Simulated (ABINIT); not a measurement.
Crystal: SiO2 (Cristobalite).

```
CELL_PARAMETERS angstrom
4.98200 0.00000 0.00000
0.00000 4.98200 0.00000
0.00000 0.00000 6.96300
ATOMIC_POSITIONS crystal
Si 0.79897 0.20103 0.75000
Si 0.70103 0.70103 0.50000
Si 0.20103 0.79897 0.25000
Si 0.29897 0.29897 0.00000
O 0.10347 0.23989 0.82187
O 0.26011 0.60347 0.07187
O 0.89653 0.76011 0.32187
O 0.73989 0.39653 0.57187
O 0.60347 0.26011 0.92813
O 0.76011 0.89653 0.67813
O 0.39653 0.73989 0.42813
O 0.23989 0.10347 0.17813
```

Base run:

```yaml
Program: ABINIT 10.8.3 (patched build)
Functional: r2SCAN
Potentials_or_basis: JTH PAW PBE v2.0
Cutoff: 762 eV
k_mesh: 5 × 5 × 3
Occupations: fermi-dirac, width 0.05 eV
Spin: no spin polarisation
```

Its results: band gap on the k mesh 6.38 eV, direct; pressure -0.5 GPa; largest force 0.189 eV/Å.

Q: The run is repeated on the same cell with these changes: functional from r2SCAN to PBEsol; cutoff from 762 eV to 626 eV; fine-grid cutoff from 1360.57 eV to 1224.51 eV. What comes out?

A: Band gap on the k mesh 5.70 eV, direct; pressure 2.4 GPa; largest force 0.204 eV/Å.

Caveats: the PAW data sets were made with another functional, which shifts forces and pressure a little; the cell was measured hot, at 340 K; the atomic spheres overlap.
